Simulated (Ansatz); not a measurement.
(100) slab of 6 planes, 6.8 Å thick with 15 Å of vacuum as cut, in a 2×1 surface cell; outer planes Ga (top) and P (bottom), cut from GaP, relaxed from the bulk's places with the lower part held:

```yaml
crystal:
  lattice:
    - [7.69113, 0.00000, 0.00000]
    - [0.00000, 3.84557, 0.00000]
    - [0.00000, 0.00000, 21.79806]
  atoms:
    - { symbol: P, position: [0.50000, 0.50000, 0.34407] }
    - { symbol: P, position: [0.00000, 0.50000, 0.34407] }
    - { symbol: Ga, position: [0.25000, 0.50000, 0.40644] }
    - { symbol: Ga, position: [0.75000, 0.50000, 0.40644] }
    - { symbol: P, position: [0.75000, 0.00000, 0.47117] }
    - { symbol: P, position: [0.25000, 0.00000, 0.47117] }
    - { symbol: Ga, position: [0.50000, 0.00000, 0.53159] }
    - { symbol: Ga, position: [0.00000, 0.00000, 0.53159] }
    - { symbol: P, position: [0.00000, 0.50000, 0.59607] }
    - { symbol: P, position: [0.50000, 0.50000, 0.59607] }
    - { symbol: Ga, position: [0.75000, 0.50000, 0.65997] }
    - { symbol: Ga, position: [0.25000, 0.50000, 0.65997] }
```

The calculation used Ansatz 0.2.0, DFT PBEsol, scalar-relativistic, plane waves, PAW. Plane waves to 420 eV, a k mesh through Γ of 4×7×1 on the computed 12-atom cell and Gaussian smearing (0.05 eV); no spin polarisation. A dipole correction removes the field between periodic images along c.

(1) Its upper atoms are moved at random (σ = 0.25 Å) and relaxed again, 2 time(s). Does the surface find a lower structure?

Results:

(1) Yes: the energy falls by 0.82 eV a cell (0.45 J/m² of the upper face), and the slab's gap goes from none (metal or semimetal) to none (metal or semimetal). Lower structure:

```
CELL_PARAMETERS angstrom
7.69113 0.00000 0.00000
0.00000 3.84557 0.00000
0.00000 0.00000 21.79806
ATOMIC_POSITIONS crystal
P 0.50000 0.50000 0.34407
P 0.00000 0.50000 0.34407
Ga 0.25000 0.50000 0.40644
Ga 0.75000 0.50000 0.40644
P 0.75000 0.00016 0.46698
P 0.25005 0.99941 0.48694
Ga 0.53119 0.00080 0.53843
Ga 0.96890 0.00080 0.53840
P 0.96472 0.50080 0.60684
P 0.53540 0.50083 0.60687
Ga 0.75006 0.00595 0.66582
Ga 0.25007 0.50014 0.57289
```

Cost: 3 runs of about 22 core-minutes in all, on Intel Xeon 6975P-C (Granite Rapids) (shared hosts).